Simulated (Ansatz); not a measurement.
# Bi: stress in a strained cell

Bi is deformed so: equal xy, yz and zx engineering shear strains of +3 %. What stress and forces result, by LAPW, PAW and all-electron datasets made for the crystal?

Method: DFT PBE, scalar-relativistic, in Ansatz 0.2.0.

### Step 1. The structure to begin with

The structure is trigonal, space group R-3m (No. 166). Conventional cell: a = 4.546 Å, b = 4.546 Å, c = 11.862 Å, α = 90.00°, β = 90.00°, γ = 120.00°. Bi (site symmetry 3m) has 6 Bi at 3.07 to 3.53 Å as nearest neighbours.

Coordinates:

```
Bi
1.0
     2.27300    1.31232    3.95400
    -2.27300    1.31232    3.95400
     0.00000   -2.62463    3.95400
Bi
2
Direct
  0.23389 0.23389 0.23389
  0.76611 0.76611 0.76611
```

Atoms are numbered in the order of the input: Bi1, Bi2.

### Step 2. After the deformation

Space group R-3m before, P-1 after.

### Step 3. Full-potential LAPW

Input file input.yaml:

```yaml
crystal:
  lattice:
    - [2.351994433, 1.4057219714, 4.0077797498]
    - [-2.1940049238, 1.337531981, 3.9395897595]
    - [0.0199404907, -2.5653239523, 3.9146304907]
  atoms:
    - { symbol: Bi, position: [0.23389, 0.23389, 0.23389] }
    - { symbol: Bi, position: [0.76611, 0.76611, 0.76611] }
kpoints:
  mp_grid: { grid: [11, 11, 11] }
  band_path:
    path:
      - [0.0, 0.0, 0.0]
      - [-0.5, -0.5, -0.5]
      - [0.5, 0.0, 0.0]
      - [0.0, 0.0, 0.0]
      - [0.0, 0.0, 0.5]
      - [0.0, -0.5, 0.0]
      - [0.0, 0.0, 0.0]
      - [0.5, 0.0, 0.5]
      - [-0.5, -0.5, 0.0]
    npoints: 5
scf:
  occupations: { method: fermi_dirac, width: 0.03 }
hamiltonian:
  xc: pbe
  pseudopotentials: { kind: all_electron, lapw: { basis_error: 0.00025 } }
output:
  forces: true
  stress: true
  eigenvalues: true
```

Run with:

```
$ ansatz run input.yaml --threads 1 --pin off --max-ram 3072MiB --backend cpu --events-out ev --progress --plain --runs-dir out
```

### Step 4. Frozen-core PAW

Input file input.yaml:

```yaml
crystal:
  lattice:
    - [2.351994433, 1.4057219714, 4.0077797498]
    - [-2.1940049238, 1.337531981, 3.9395897595]
    - [0.0199404907, -2.5653239523, 3.9146304907]
  atoms:
    - { symbol: Bi, position: [0.23389, 0.23389, 0.23389] }
    - { symbol: Bi, position: [0.76611, 0.76611, 0.76611] }
kpoints:
  mp_grid: { grid: [11, 11, 11] }
scf:
  occupations: { method: fermi_dirac, width: 0.03 }
hamiltonian:
  xc: pbe
  pseudopotentials: { kind: paw }
output:
  forces: true
  stress: true
  eigenvalues: true
  efg: { contact_densities: true }
```

### Step 5. Datasets made for this crystal

input.yaml, as its differences from that of step 4:

```diff
@@ -14,3 +14,3 @@
   xc: pbe
-  pseudopotentials: { kind: paw }
+  pseudopotentials: { kind: all_electron, datasets: crystal }
 output:
```

(Steps that only read results are left out.)

What does the calculation give? Wanted: pressure; largest shear or deviatoric stress.

**Answer**, as computed:

| quantity | value |
| --- | --- |
| pressure | LAPW 1.87, PAW 1.85, crystal datasets 1.87 GPa |
| largest shear or deviatoric stress (LAPW) | 1.36 GPa |

What this shows: The largest part of the stress beyond the pressure is 1.36 GPa in size, in the yz component; the atoms are carried along and not relaxed. No run of the undeformed cell stands beside it, so the pressure holds what the given cell had before the change. PAW: stress within 0.02 GPa of LAPW, forces within 1 meV/Å. Crystal datasets: stress within 0.01 GPa of LAPW, forces within 1 meV/Å. Spin-orbit coupling is left out, though the cell holds Bi; in elements this heavy it can shift bands and gaps by tenths of an eV.
